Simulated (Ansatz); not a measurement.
**BaTiO3: stress in a strained cell**

BaTiO3 is deformed so: equal xy, yz and zx engineering shear strains of +2 %. What stress and forces result, by LAPW, PAW and all-electron datasets made for the crystal?

Method: DFT PBE, scalar-relativistic, in Ansatz 0.2.0.

## Step 1: The structure to begin with

It takes space group P4/mmm (No. 123, tetragonal). Conventional cell: a = 4.000 Å, b = 4.000 Å, c = 4.018 Å, α = 90.00°, β = 90.00°, γ = 90.00°. Ba (site symmetry 4/mmm) is surrounded by 12 O at 2.83 Å. Around Ti (site symmetry 4/mmm) lie 6 O at 2.00 to 2.01 Å. O (site symmetry 4/mmm) has 2 Ti at 2.01 Å and 4 Ba at 2.83 Å as nearest neighbours. Around O (site symmetry mmm) lie 2 Ti at 2.00 Å and 4 Ba at 2.83 Å.

Structure file:

```cif
data_structure
_symmetry_space_group_name_H-M 'P4/mmm'
_symmetry_Int_Tables_number 123
_cell_length_a 3.9998
_cell_length_b 3.9998
_cell_length_c 4.0180
_cell_angle_alpha 90.000
_cell_angle_beta 90.000
_cell_angle_gamma 90.000
_cell_volume 64.28
loop_
_atom_site_label
_atom_site_type_symbol
_atom_site_symmetry_multiplicity
_atom_site_Wyckoff_symbol
_atom_site_fract_x
_atom_site_fract_y
_atom_site_fract_z
_atom_site_occupancy
Ba1 Ba 1 a 0.00000 0.00000 0.00000 1
Ti1 Ti 1 d 0.50000 0.50000 0.50000 1
O1 O 1 c 0.50000 0.50000 0.00000 1
O2 O 2 e 0.50000 0.00000 0.50000 1
```

The file gives the conventional cell by its symmetry; the runs use the cell typed in the input.

Atoms are numbered in the order of the input: Ba1, Ti2, O3, O4, O5.

## Step 2: The deformed structure

Space group P4/mmm before, C2/m after.

## Step 3: LAPW, all electrons

The input, input.yaml:

```yaml
crystal:
  lattice:
    - [3.9998, 0.039998, 0.039998]
    - [0.039998, 3.9998, 0.039998]
    - [0.04018, 0.04018, 4.018]
  atoms:
    - { symbol: Ba, position: [0.0, 0.0, 0.0] }
    - { symbol: Ti, position: [0.5, 0.5, 0.5] }
    - { symbol: O, position: [0.5, 0.5, 0.0] }
    - { symbol: O, position: [0.5, 0.0, 0.5] }
    - { symbol: O, position: [0.0, 0.5, 0.5] }
kpoints:
  mp_grid: { grid: [7, 7, 7] }
  band_path:
    path:
      - [0.0, 0.0, 0.0]
      - [0.4903402537, -0.4903402537, 0.0]
      - [-0.4903402537, -0.5096597463, 0.0]
      - [-0.5, -0.5, 0.0]
      - [0.0, 0.0, 0.0]
      - [-0.5, -0.5, -0.5]
      - [-0.4807242624, -0.5192757376, -0.5]
      - [0.4807242624, -0.4807242624, -0.5]
      - [0.0, 0.0, -0.5]
    npoints: 5
scf:
  occupations: { method: fermi_dirac, width: 0.03 }
hamiltonian:
  xc: pbe
  pseudopotentials: { kind: all_electron, lapw: { basis_error: 0.001 } }
output:
  forces: true
  stress: true
  eigenvalues: true
```

On the command line:

```
$ ansatz run input.yaml --threads 2 --pin off --max-ram 6144MiB --backend cpu --events-out ev --progress --plain --runs-dir out
```

## Step 4: Frozen-core PAW

The input, input.yaml:

```yaml
crystal:
  lattice:
    - [3.9998, 0.039998, 0.039998]
    - [0.039998, 3.9998, 0.039998]
    - [0.04018, 0.04018, 4.018]
  atoms:
    - { symbol: Ba, position: [0.0, 0.0, 0.0] }
    - { symbol: Ti, position: [0.5, 0.5, 0.5] }
    - { symbol: O, position: [0.5, 0.5, 0.0] }
    - { symbol: O, position: [0.5, 0.0, 0.5] }
    - { symbol: O, position: [0.0, 0.5, 0.5] }
kpoints:
  mp_grid: { grid: [7, 7, 7] }
scf:
  occupations: { method: fermi_dirac, width: 0.03 }
hamiltonian:
  xc: pbe
  pseudopotentials: { kind: paw }
output:
  forces: true
  stress: true
  eigenvalues: true
  efg: { contact_densities: true }
  write_density: true
  write_potential: true
  elf: true
  volumetric_format: npy
```

## Step 5: All-electron PAW on datasets made for the crystal

input.yaml: that of step 4 with these lines changed.

```diff
@@ -17,3 +17,3 @@
   xc: pbe
-  pseudopotentials: { kind: paw }
+  pseudopotentials: { kind: all_electron, datasets: crystal }
 output:
@@ -23,5 +23 @@
   efg: { contact_densities: true }
-  write_density: true
-  write_potential: true
-  elf: true
-  volumetric_format: npy
```

(Steps that only read results are left out.)

What does the calculation give? Wanted: pressure; largest shear or deviatoric stress.

As calculated:

| quantity | value |
| --- | --- |
| pressure | LAPW 1.80, PAW 1.79, crystal datasets 1.80 GPa |
| largest shear or deviatoric stress (LAPW) | 2.41 GPa |

In words: The largest part of the stress beyond the pressure is 2.41 GPa in size; the atoms are carried along and not relaxed. No run of the undeformed cell stands beside it, so the pressure holds what the given cell had before the change. PAW: stress within 0.01 GPa of LAPW. Crystal datasets: stress within 0.01 GPa of LAPW. Spin-orbit coupling is left out, though the cell holds Ba; in elements this heavy it can shift bands and gaps by tenths of an eV.

The gaps are Kohn-Sham values of a semilocal functional, not quasiparticle or optical gaps. Such gaps usually fall short of the measured ones.
